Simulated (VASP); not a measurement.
# As2Pt (Sperrylite) (Pa-3) in VASP: notebook, part 2 of 2

VASP 6.6.1. Earlier steps stand in the parts before.

## (3) Relaxation of the atoms, PBEsol (a relaxed cell with its volume scaled by 1.04)

INCAR

```
PREC = Accurate ; ENCUT = 600
EDIFF = 1E-7 ; ISMEAR = 0
SIGMA = 0.03 ; LREAL = F
LASPH = T ; NELM = 80
ALGO = Normal ; ISIF = 2
LWAVE = F ; LCHARG = F
GGA = PS ; IBRION = 2
NSW = 40 ; EDIFFG = -0.01
KPAR = 4
```

KPOINTS

```
Automatic mesh
0
Gamma
  6 6 6
```

POSCAR

```
As2Pt                                   
1.0
    6.0616252317      0.0000000000      0.0000000000
    0.0000000000      6.0616252317      0.0000000000
    0.0000000000      0.0000000000      6.0616252317
  As              Pt            
     8     4
Direct
     0.3828931724908671    0.3828931724908671    0.3828931724908671
     0.1171068275091329    0.6171068275091329    0.8828931724908671
     0.8828931724908671    0.1171068275091329    0.6171068275091329
     0.6171068275091329    0.8828931724908671    0.1171068275091329
     0.6171068275091329    0.6171068275091329    0.6171068275091329
     0.8828931724908671    0.3828931724908671    0.1171068275091329
     0.1171068275091329    0.8828931724908671    0.3828931724908671
     0.3828931724908671    0.1171068275091329    0.8828931724908671
     0.0000000000000000    0.0000000000000000    0.0000000000000000
     0.5000000000000000    0.0000000000000000    0.5000000000000000
     0.5000000000000000    0.5000000000000000    0.0000000000000000
     0.0000000000000000    0.5000000000000000    0.5000000000000000
```

Potentials or basis: VASP PAW PBE potentials, release 64 (As, Pt).

Run with:

```console
> cat potpaw_PBE.64/As/POTCAR potpaw_PBE.64/Pt/POTCAR > POTCAR
> mpirun -np 4 vasp_std > vasp.out
```

OUTCAR:

```text
PREC = Accurate
   ENCUT = 600
   EDIFF = 1E-7
   ISMEAR = 0
   LREAL = F
   LASPH = T
   NELM = 80
   ISIF = 2
   GGA = PS
   IBRION = 2
   NSW = 40
   EDIFFG = -0.01

 ion  position               nearest neighbor table
   1  0.383  0.383  0.383-   5 2.46  10 2.53  11 2.53  12 2.53
   2  0.117  0.617  0.883-   6 2.46   9 2.53  11 2.53  12 2.53
   3  0.883  0.117  0.617-   7 2.46   9 2.53  10 2.53  12 2.53
   4  0.617  0.883  0.117-   8 2.46   9 2.53  10 2.53  11 2.53
   5  0.617  0.617  0.617-   1 2.46  10 2.53  11 2.53  12 2.53
[... 1512 lines left out ...]
 VOLUME and BASIS-vectors are now :
 -----------------------------------------------------------------------------
  energy-cutoff  :      600.00
  volume of cell :      222.72
      direct lattice vectors                 reciprocal lattice vectors
     6.061625232  0.000000000  0.000000000     0.164972258  0.000000000  0.000000000
     0.000000000  6.061625232  0.000000000     0.000000000  0.164972258  0.000000000
     0.000000000  0.000000000  6.061625232     0.000000000  0.000000000  0.164972258

 POSITION                                       TOTAL-FORCE (eV/Angst)
 -----------------------------------------------------------------------------------
      2.32226      2.32226      2.32226         0.004113      0.004113      0.004113
      0.70855      3.73937      5.35307        -0.004113     -0.004113      0.004113
      5.35307      0.70855      3.73937         0.004113     -0.004113     -0.004113
      3.73937      5.35307      0.70855        -0.004113      0.004113     -0.004113
      3.73937      3.73937      3.73937        -0.004113     -0.004113     -0.004113
      5.35307      2.32226      0.70855         0.004113      0.004113     -0.004113
      0.70855      5.35307      2.32226        -0.004113      0.004113      0.004113
      2.32226      0.70855      5.35307         0.004113     -0.004113      0.004113
      0.00000      6.06163      0.00000        -0.000000      0.000000      0.000000
      3.03081      6.06163      3.03081        -0.000000      0.000000      0.000000
      3.03081      3.03081      0.00000        -0.000000      0.000000      0.000000
      0.00000      3.03081      3.03081        -0.000000      0.000000      0.000000
 -----------------------------------------------------------------------------------
    total drift:                                0.000000     -0.000000     -0.000000

  FREE ENERGIE OF THE ION-ELECTRON SYSTEM (eV)
  ---------------------------------------------------
  free  energy   TOTEN  =       -75.1919080385 eV

  energy  without entropy=      -75.1918249227  energy(sigma->0) =      -75.19186648

 reached required accuracy - stopping structural energy minimisation
```

CONTCAR:

```text
As2Pt
   1.00000000000000
     6.0616252316999999    0.0000000000000000    0.0000000000000000
     0.0000000000000000    6.0616252316999999    0.0000000000000000
     0.0000000000000000    0.0000000000000000    6.0616252316999999
  As              Pt
     8     4
Direct
     0.3831085003109265    0.3831085003109265    0.3831085003109265
     0.1168914996890736    0.6168914996890735    0.8831085003109265
     0.8831085003109265    0.1168914996890736    0.6168914996890735
     0.6168914996890735    0.8831085003109265    0.1168914996890736
     0.6168914996890735    0.6168914996890735    0.6168914996890735
     0.8831085003109265    0.3831085003109265    0.1168914996890736
     0.1168914996890736    0.8831085003109265    0.3831085003109265
     0.3831085003109265    0.1168914996890736    0.8831085003109265
     0.0000000000000000    1.0000000000000000    0.0000000000000000
     0.5000000000000000    1.0000000000000000    0.5000000000000000
     0.5000000000000000    0.5000000000000000    0.0000000000000000
     0.0000000000000000    0.5000000000000000    0.5000000000000000

  0.00000000E+00  0.00000000E+00  0.00000000E+00
  0.00000000E+00  0.00000000E+00  0.00000000E+00
  0.00000000E+00  0.00000000E+00  0.00000000E+00
  0.00000000E+00  0.00000000E+00  0.00000000E+00
  0.00000000E+00  0.00000000E+00  0.00000000E+00
  0.00000000E+00  0.00000000E+00  0.00000000E+00
  0.00000000E+00  0.00000000E+00  0.00000000E+00
  0.00000000E+00  0.00000000E+00  0.00000000E+00
  0.00000000E+00  0.00000000E+00  0.00000000E+00
  0.00000000E+00  0.00000000E+00  0.00000000E+00
  0.00000000E+00  0.00000000E+00  0.00000000E+00
  0.00000000E+00  0.00000000E+00  0.00000000E+00
```

Run time: 75 s. Hardware: 4 MPI ranks of Intel Xeon 6975P-C (Granite Rapids), shared host; peak memory 0.49 GiB.

What came out:

```
Free energy                  : -75.1919 eV
Energy gained by relaxing    : 0.0 meV/atom
Ionic steps                  : 2
Pressure after relaxing      : -5.5 GPa
Largest force after relaxing : 0.007 eV/Å
Band gap on the k mesh       : 0.10 eV, indirect (least direct gap 0.77 eV)
```

Forces in eV/Å, atoms in the order of the input:
```
As   0.004  0.004  0.004
As  -0.004 -0.004  0.004
As   0.004 -0.004 -0.004
As  -0.004  0.004 -0.004
As  -0.004 -0.004 -0.004
As   0.004  0.004 -0.004
As  -0.004  0.004  0.004
As   0.004 -0.004  0.004
Pt   0.000  0.000  0.000
Pt   0.000  0.000  0.000
Pt   0.000  0.000  0.000
Pt   0.000  0.000  0.000
```

The path:
| step | energy change (eV) | largest force (eV/Å) | pressure (GPa) |
| --- | --- | --- | --- |
| 1 | 0.0000 | 0.0469 | -5.54 |
| 2 | -0.0005 | 0.0071 | -5.53 |

Final structure:
```xyz
12
Lattice="6.0616 0.0000 0.0000 0.0000 6.0616 0.0000 0.0000 0.0000 6.0616" Properties=species:S:1:pos:R:3 pbc="T T T"
As    2.3223    2.3223    2.3223
As    0.7086    3.7394    5.3531
As    5.3531    0.7086    3.7394
As    3.7394    5.3531    0.7086
As    3.7394    3.7394    3.7394
As    5.3531    2.3223    0.7086
As    0.7086    5.3531    2.3223
As    2.3223    0.7086    5.3531
Pt    0.0000    6.0616    0.0000
Pt    3.0308    6.0616    3.0308
Pt    3.0308    3.0308    0.0000
Pt    0.0000    3.0308    3.0308
```

Caveat: the PAW data sets were made with another functional, which shifts forces and pressure a little; spin-orbit coupling is left out, which moves the levels of the heavy elements.

## (4) Relaxation of the atoms, PBEsol (a relaxed cell with its volume scaled by 1.06)

INCAR is that of step 3.

KPOINTS is that of step 3.

POSCAR: that of step 3 with these lines changed.

```diff
@@ -2,5 +2,5 @@
 1.0
-    6.0616252317      0.0000000000      0.0000000000
-    0.0000000000      6.0616252317      0.0000000000
-    0.0000000000      0.0000000000      6.0616252317
+    6.1002353506      0.0000000000      0.0000000000
+    0.0000000000      6.1002353506      0.0000000000
+    0.0000000000      0.0000000000      6.1002353506
   As              Pt
```

Run with:

```console
> cat potpaw_PBE.64/As/POTCAR potpaw_PBE.64/Pt/POTCAR > POTCAR
> mpirun -np 4 vasp_std > vasp.out
```

Wall time 94 s (4 MPI ranks of Intel Xeon 6975P-C (Granite Rapids), shared host); peak memory 0.52 GiB.

The run converged. Its results:

* Free energy: -75.0135 eV
* Energy gained by relaxing: 0.1 meV/atom
* Ionic steps: 3
* Pressure after relaxing: -7.8 GPa
* Band gap on the k mesh: 0.02 eV, indirect (least direct gap 0.67 eV)

Step by step:
| step | energy change (eV) | largest force (eV/Å) | pressure (GPa) |
| --- | --- | --- | --- |
| 1 | 0.0000 | 0.0698 | -7.82 |
| 2 | -0.0011 | 0.0137 | -7.79 |
| 3 | -0.0012 | 0.0007 | -7.79 |

Final structure:
```yaml
crystal:
  lattice:
    - [6.10024, 0.00000, 0.00000]
    - [0.00000, 6.10024, 0.00000]
    - [0.00000, 0.00000, 6.10024]
  atoms:
    - { symbol: As, position: [0.38328, 0.38328, 0.38328] }
    - { symbol: As, position: [0.11671, 0.61671, 0.88329] }
    - { symbol: As, position: [0.88329, 0.11671, 0.61671] }
    - { symbol: As, position: [0.61671, 0.88329, 0.11671] }
    - { symbol: As, position: [0.61671, 0.61671, 0.61671] }
    - { symbol: As, position: [0.88329, 0.38328, 0.11671] }
    - { symbol: As, position: [0.11671, 0.88329, 0.38328] }
    - { symbol: As, position: [0.38328, 0.11671, 0.88329] }
    - { symbol: Pt, position: [0.00000, 0.00000, 0.00000] }
    - { symbol: Pt, position: [0.50000, 0.00000, 0.50000] }
    - { symbol: Pt, position: [0.50000, 0.50000, 0.00000] }
    - { symbol: Pt, position: [0.00000, 0.50000, 0.50000] }
```

Levels at points of the mesh, in eV from the valence-band top:
```
           k point  band 37  band 38  band 39  band 40  band 41  band 42  band 43  band 44
(0.00, 0.00, 0.00)    -2.35    -0.90    -0.90    -0.90     0.52     0.52     0.52     1.69
(0.50, 0.00, 0.00)    -1.17    -1.17    -0.80    -0.80     1.39     1.39     1.51     1.51
(0.50, 0.50, 0.00)    -0.53    -0.53    -0.53    -0.53     1.75     1.75     1.75     1.75
(0.50, 0.50, 0.50)    -0.65    -0.65    -0.65    -0.65     0.02     0.02     0.02     0.02
```

Caveat: the PAW data sets were made with another functional, which shifts forces and pressure a little; spin-orbit coupling is left out, which moves the levels of the heavy elements.

## (5) Overview

| cell | gap on the mesh (eV) | pressure (GPa) |
| --- | --- | --- |
| atoms relaxed from: a relaxed cell with its volume scaled by 1.02 | 0.18 | -2.9 |
| atoms relaxed from: a relaxed cell with its volume scaled by 1.04 | 0.10 | -5.5 |
| atoms relaxed from: a relaxed cell with its volume scaled by 1.06 | 0.02 | -7.8 |

Alike in all rows: task relaxation of the atoms; level PBEsol; potentials or basis VASP PAW PBE potentials, release 64 (As, Pt); no spin polarisation; k mesh 6 × 6 × 6; cutoff (eV) 600; smearing gaussian 0.03 eV.

Caveats: the PAW data sets were made with another functional, which shifts forces and pressure a little; spin-orbit coupling is left out, which moves the levels of the heavy elements.

Total energies depend on the potentials used, so only differences within one code and one set of settings carry meaning.
